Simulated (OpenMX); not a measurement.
The system is Co.

```xyz
2
Lattice="2.4720 0.0000 0.0000 -1.2360 2.1408 0.0000 0.0000 0.0000 4.0211" Properties=species:S:1:pos:R:3 pbc="T T T"
Co    1.2360    0.7136    3.0159
Co    0.0000    1.4272    1.0053
```

Base run:

- Program: OpenMX 3.8.5
- Functional: PBE
- Potentials or basis: OpenMX 2013 PBE set, Co6.0H-s3p2d2, grid cutoff 500 Ry
- k mesh: 13 × 13 × 7
- Occupations: fermi-dirac, width 0.05 eV
- Spin: collinear spin, ferromagnetic start
- Starting moments: [2.0, 2.0] μB

Its results: pressure 10.2 GPa; net moment 3.23 μB per cell; site moments Co +1.61 μB; largest force 0.037 eV/Å.

Question: The run is repeated on the same cell with these changes: functional from PBE to LDA; potentials or basis from OpenMX 2013 PBE set, Co6.0H-s3p2d2, grid cutoff 500 Ry to OpenMX 2013 LDA set, Co6.0H-s3p2d2, grid cutoff 500 Ry. What comes out?

Answer: Pressure -9.5 GPa; net moment 3.17 μB per cell; site moments Co +1.58 μB; largest force 0.039 eV/Å.

Caveats: the basis of atomic orbitals isn't converged, which shifts pressures, moduli and gaps.

Not every run made on this cell is shown here.
